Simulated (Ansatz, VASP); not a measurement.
**Two plane-wave programs on AgCl (Chlorargyrite)**

Contents of INCAR:

```
ALGO = Normal ; EDIFF = 1E-6
ENCUT = 520 ; GGA = CA
ISIF = 2 ; ISMEAR = -1
LASPH = T ; LCHARG = F
LREAL = F ; LWAVE = F
NBANDS = 16 ; NELM = 80
PREC = Accurate ; SIGMA = 0.05
```

The input KPOINTS:

```
k-points
0
Gamma
  7 7 7
```

File POSCAR:

```
AgCl
1.0
    0.0000000000      2.7350000000      2.7350000000
    2.7350000000      0.0000000000      2.7350000000
    2.7350000000      2.7350000000      0.0000000000
Ag Cl
1 1
Direct
    0.0000000000      0.0000000000      0.0000000000
    0.5000000000      0.5000000000      0.5000000000
```

input.yaml

```yaml
crystal:
  lattice:
    - [0.0, 2.735, 2.735]
    - [2.735, 0.0, 2.735]
    - [2.735, 2.735, 0.0]
  atoms:
    - { symbol: Ag, position: [0.0, 0.0, 0.0] }
    - { symbol: Cl, position: [0.5, 0.5, 0.5] }
hamiltonian:
  xc: lda
  pseudopotentials: { kind: paw }
kpoints:
  mp_grid: { grid: [7, 7, 7] }
scf:
  occupations: { method: fermi_dirac, width: 0.05 }
output:
  forces: true
  stress: true
  eigenvalues: true
```

Alike in both runs: task single point; functional LDA; k mesh 7 × 7 × 7; occupations fermi-dirac, width 0.05 eV; no spin polarisation.

```csv
,VASP,Ansatz
version,VASP 6.6.1,Ansatz 0.2.0
potentials or method,"VASP PAW LDA potentials, release 64 (Ag, Cl)",Ansatz PAW
plane-wave cutoff (eV),520,420
valence electrons in the cell,18,26
```

Ansatz gave:

| Quantity | Value |
| --- | --- |
| gap on the k mesh at the Fermi level (eV) | 0.70 |
| least direct gap on the mesh (eV) | 3.09 |
| pressure (GPa) | -3.8 |

Q: What did VASP give for the same quantities?

A: gap on the k mesh at the Fermi level (eV): 0.72; least direct gap on the mesh (eV): 3.12; pressure (GPa): -3.8.

The two sets of potentials don't hold the same shells in valence.

Caveats: an odd mesh through Γ misses points on the zone boundary, where band edges often lie (VASP); odd divisions of the mesh miss points on the zone boundary, where band edges often lie, so the gap on the mesh can be too wide (Ansatz); the PAW data sets come from PBE, with cores solved anew for the run's functional, which leaves a small shift of forces and pressure (Ansatz).
